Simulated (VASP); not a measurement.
# GaSb: molecular dynamics at constant energy

GaSb, F-43m (no. 216), 8 atoms in the cell. PBE, molecular dynamics; PAW potentials Sb, Ga (PBE set).

Ensemble: NVE; Starting temperature (K): 1600.

## Input

INCAR:
```
SYSTEM = GaSb
  GGA = PE
  PREC = Normal
  ENCUT = 200
  EDIFF = 1E-6
  NELMIN = 4
  NELM = 60
  ALGO = Normal
  LREAL = Auto
  LASPH = .True.
  ISMEAR = 0
  SIGMA = 0.05
  ISYM = 0
  LWAVE = .False.
  LCHARG = .False.
  IBRION = 0
  NSW = 60
  POTIM = 3.0
  TEBEG = 1600
  ISIF = 2
  RANDOM_SEED = 57606 0 0
  MDALGO = 2
  SMASS = -3
  KPAR = 2
```

KPOINTS:
```
k-points
0
Monkhorst-Pack
  2 2 2
```

POSCAR:
```
GaSb
1.0
    6.1180000000      0.0000000000      0.0000000000
    0.0000000000      6.1180000000      0.0000000000
    0.0000000000      0.0000000000      6.1180000000
Sb Ga
4 4
Direct
    0.2500000000      0.2500000000      0.2500000000
    0.2500000000      0.7500000000      0.7500000000
    0.7500000000      0.2500000000      0.7500000000
    0.7500000000      0.7500000000      0.2500000000
    0.0000000000      0.0000000000      0.0000000000
    0.0000000000      0.5000000000      0.5000000000
    0.5000000000      0.0000000000      0.5000000000
    0.5000000000      0.5000000000      0.0000000000
```

Commands:
```
cat potpaw_PBE.64/Sb/POTCAR potpaw_PBE.64/Ga/POTCAR > POTCAR
mpirun -np 2 vasp_std > vasp.out
```

## Result

- Rise of the mean potential energy above the start (meV/atom): 91.4
- Mean temperature (K): 795
- Standard error of the mean temperature (K): 92
- Relative fluctuation of the kinetic energy: 0.403
- Canonical value of that fluctuation: 0.309
- Electronic steps per ionic step after the first: 4.1

Course of the run:

| Time (fs) | Temperature (K) | Potential energy less the first (meV/atom) |
|---|---|---|
| 3 | 1600 | 0.0 |
| 18 | 1149 | 51.2 |
| 30 | 539 | 120.4 |
| 45 | 442 | 131.5 |
| 57 | 832 | 87.1 |
| 72 | 1167 | 49.2 |
| 84 | 1111 | 55.5 |
| 99 | 751 | 96.3 |
| 111 | 462 | 129.1 |
| 126 | 397 | 136.5 |
| 138 | 583 | 115.4 |
| 153 | 839 | 86.3 |
| 165 | 841 | 86.1 |
| 180 | 585 | 115.2 |

The mean temperature lies below the starting 1600 K, since the atoms start on their sites and part of their kinetic energy turns into potential energy.

REPORT:
```
MDALGO =   2
               SCALING =       0
                 CNEXP =     9.000   14.000
           RANDOM_SEED =             57606                0                0

   original number of atomic DOF:         21
   number of independent constraints:      0
   number of active DOF:                  21

========================================
         MD step No.       1
========================================

  Atomic velocities initialized by STEP_tb

  >Energies
                    E_tot             E_pot             E_kin               EPS                ES
   e_b>   -0.27281402E+02   -0.28729123E+02    0.14477206E+01    0.00000000E+00    0.00000000E+00

  >Temperature
               T_sim     T_inst
   tmprt>   1600.000   1600.000

  >Thermostat:
           s(n+1) sdot(n+1)      s(n)   sdot(n)        Qs
   s_b>   0.00000   0.00000   0.00000   0.00000  -3.00000

           RANDOM_SEED =             57606               48                0

[... steps left out ...]

========================================
         MD step No.      60
========================================

  >Energies
                    E_tot             E_pot             E_kin               EPS                ES
   e_b>   -0.27278522E+02   -0.27807396E+02    0.52887331E+00    0.00000000E+00    0.00000000E+00

  >Temperature
               T_sim     T_inst
   tmprt>   1600.000    584.503

  >Thermostat:
           s(n+1) sdot(n+1)      s(n)   sdot(n)        Qs
   s_b>   0.00000   0.00000   0.00000   0.00000  -3.00000

           RANDOM_SEED =             57606               48                0
```

OSZICAR:
```
N       E                     dE             d eps       ncg     rms          rms(c)
DAV:   1     0.712261000701E+02    0.71226E+02   -0.63355E+03   168   0.572E+02
DAV:   2    -0.236022772001E+02   -0.94828E+02   -0.89191E+02   212   0.126E+02
DAV:   3    -0.289533864977E+02   -0.53511E+01   -0.52736E+01   203   0.324E+01
DAV:   4    -0.290333032968E+02   -0.79917E-01   -0.79796E-01   183   0.436E+00
DAV:   5    -0.290354443699E+02   -0.21411E-02   -0.21394E-02   216   0.629E-01    0.824E+00
DAV:   6    -0.288124707924E+02    0.22297E+00   -0.16604E-01   198   0.190E+00    0.512E+00
DAV:   7    -0.287241028176E+02    0.88368E-01   -0.27035E-01   208   0.259E+00    0.458E-01
DAV:   8    -0.287270979792E+02   -0.29952E-02   -0.16176E-02   198   0.594E-01    0.191E-01
DAV:   9    -0.287291741925E+02   -0.20762E-02   -0.40849E-03   193   0.304E-01    0.119E-01
DAV:  10    -0.287290569868E+02    0.11721E-03   -0.15882E-04   198   0.628E-02    0.664E-02
DAV:  11    -0.287291147392E+02   -0.57752E-04   -0.17763E-04   178   0.612E-02    0.686E-03
DAV:  12    -0.287291201548E+02   -0.54157E-05   -0.71354E-06   208   0.128E-02    0.503E-03
[... left out ...]
     58 T=   704. E= -.27279004E+02 F= -.27916293E+02 E0= -.27916293E+02  EK= 0.63729E+00 SP= 0.00E+00 SK= 0.00E+00
     59 T=   645. E= -.27278766E+02 F= -.27862211E+02 E0= -.27862211E+02  EK= 0.58344E+00 SP= 0.00E+00 SK= 0.00E+00
[... last step whole ...]
       N       E                     dE             d eps       ncg     rms          rms(c)
DAV:   1    -0.278073885041E+02    0.54823E-01   -0.16300E-04   192   0.101E+00    0.406E-03
DAV:   2    -0.278073956985E+02   -0.71944E-05   -0.78922E-05   183   0.341E-02    0.213E-03
DAV:   3    -0.278073957078E+02   -0.93112E-08   -0.10903E-06   160   0.463E-03    0.157E-03
DAV:   4    -0.278073956125E+02    0.95285E-07   -0.98759E-08   144   0.156E-03
     60 T=   585. E= -.27278522E+02 F= -.27807396E+02 E0= -.27807396E+02  EK= 0.52887E+00 SP= 0.00E+00 SK= 0.00E+00
```

Limits: 180 fs of 8 atoms are too short for converged averages.

VASP 6.6.1 took 286 s on 2 cores (Intel Xeon Platinum 8175M @ 2.50GHz (Skylake/Cascade Lake)), a shared host.
